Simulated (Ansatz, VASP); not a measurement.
**Two plane-wave programs on TePt**

```
Te Pt
1.0
     4.22315    0.00000    0.00000
    -2.11157    3.65735    0.00000
     0.00000    0.00000    5.54165
Te Pt
2 2
Direct
  0.33333 0.66667 0.25000
  0.66667 0.33333 0.75000
  0.00000 0.00000 0.00000
  0.00000 0.00000 0.50000
```

Alike in both runs: functional PBEsol; k mesh 12 × 12 × 8; occupations gaussian, width 0.1 eV; no spin polarisation.

Ansatz relaxed the structure, and its values are those at the end. VASP's run is a single point on that final structure, the one shown.

|  | VASP | Ansatz |
| --- | --- | --- |
| version | VASP 6.6.1 | Ansatz 0.2.0 |
| potentials or method | VASP PAW PBE potentials, release 64 (Te, Pt) | scalar-relativistic, plane waves, PAW |
| plane-wave cutoff (eV) | 520 | 420 |
| valence electrons in the cell | 32 | 68 |

Ansatz gave:

```
gap on the k mesh at the Fermi level (eV) : none
pressure (GPa)                            : 0.0
```

Q: Estimate VASP's values.

A: gap on the k mesh at the Fermi level (eV): none; pressure (GPa): -0.1.

A gap of «none» marks a metal or a gap that the smearing closes. The functional is the same, so the differences come from potentials, cutoffs and numerics. The two sets of potentials don't hold the same shells in valence.

Caveats: the PAW data sets were made with another functional, which shifts forces and pressure a little (VASP). Spin-orbit coupling is left out, which matters for the levels of Pt, Te.
